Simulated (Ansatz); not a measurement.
The system is Y.

```xyz
1
Lattice="0.0000 2.5520 2.5520 2.5520 0.0000 2.5520 2.5520 2.5520 0.0000" Properties=species:S:1:pos:R:3 pbc="T T T"
Y     0.0000    0.0000    0.0000
```

This isn't the form of Y at room conditions, which is hcp.

Base run:

| Quantity | Value |
| --- | --- |
| Program | Ansatz 0.2.0 |
| Functional | LDA |
| Potentials or basis | all-electron LAPW, scalar-relativistic |
| Cutoff | 129 eV (chosen from the basis error) |
| Basis error allowed | 0.001 eV/atom |
| k mesh | 9 × 9 × 9 |
| Occupations | fermi-dirac, width 0.05 eV |
| Spin | no spin polarisation |
| Hubbard terms | Y d U = 8 eV |

Its results: band gap on the k mesh none (metal or under the smearing width); pressure 13.1 GPa.

Problem. The run is repeated on the same cell with these changes: hubbard terms from Y d U = 8 eV to none. What comes out?

Solution. Band gap on the k mesh none (metal or under the smearing width); pressure -4.4 GPa.

Caveats: U is the effective U less J, on atomic orbitals that reach past the spheres (some runs); U without spin polarisation on a metal has little footing (some runs); the U is typed as a test and isn't derived for this compound (some runs).
